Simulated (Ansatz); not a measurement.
Space group Fm-3m (No. 225). a = 5.116 Å, b = 5.116 Å, c = 5.116 Å, α = 90.00°, β = 90.00°, γ = 90.00°
```
atom site symmetry x y z
  Zr    4a m-3m  0.0000  0.0000  0.0000
   O    8c      -43m  0.2500  0.7500  0.7500
```

Equation of state of this ZrO₂ structure (not necessarily the ground state), with shape and atoms relaxed at each volume where symmetry leaves them free. These are results of DFT PBE, scalar-relativistic, plane waves, PAW in Ansatz 0.2.0, not measurements.

Cutoff 420 eV; k points 8×8×8 on the computed 3-atom cell (Γ-centred); Gaussian smearing, width 0.02 eV; no spin polarisation.

```json
{"V (Å³/atom)": "9.818", "E − E(largest V) (meV/atom)": "78.32", "P (GPa)": "39.52", "gap on mesh (eV)": "3.66"}
{"V (Å³/atom)": "10.153", "E − E(largest V) (meV/atom)": "8.98", "P (GPa)": "27.19", "gap on mesh (eV)": "3.57"}
{"V (Å³/atom)": "10.488", "E − E(largest V) (meV/atom)": "-36.57", "P (GPa)": "16.67", "gap on mesh (eV)": "3.49"}
{"V (Å³/atom)": "10.823", "E − E(largest V) (meV/atom)": "-61.75", "P (GPa)": "7.69", "gap on mesh (eV)": "3.40"}
{"V (Å³/atom)": "11.157", "E − E(largest V) (meV/atom)": "-69.65", "P (GPa)": "0.01", "gap on mesh (eV)": "3.32"}
{"V (Å³/atom)": "11.492", "E − E(largest V) (meV/atom)": "-62.53", "P (GPa)": "-6.56", "gap on mesh (eV)": "3.24"}
{"V (Å³/atom)": "11.827", "E − E(largest V) (meV/atom)": "-42.93", "P (GPa)": "-12.17", "gap on mesh (eV)": "3.15"}
{"V (Å³/atom)": "12.273", "E − E(largest V) (meV/atom)": "0.00", "P (GPa)": "-18.40", "gap on mesh (eV)": "3.05"}
```

Task: Fit a third-order Birch–Murnaghan equation to E(V).

Result: V0 = 11.16 Å³/atom, B0 = 236 GPa, B0' = 4.2.

This fluorite-type form isn't the usual stable structure of the compound.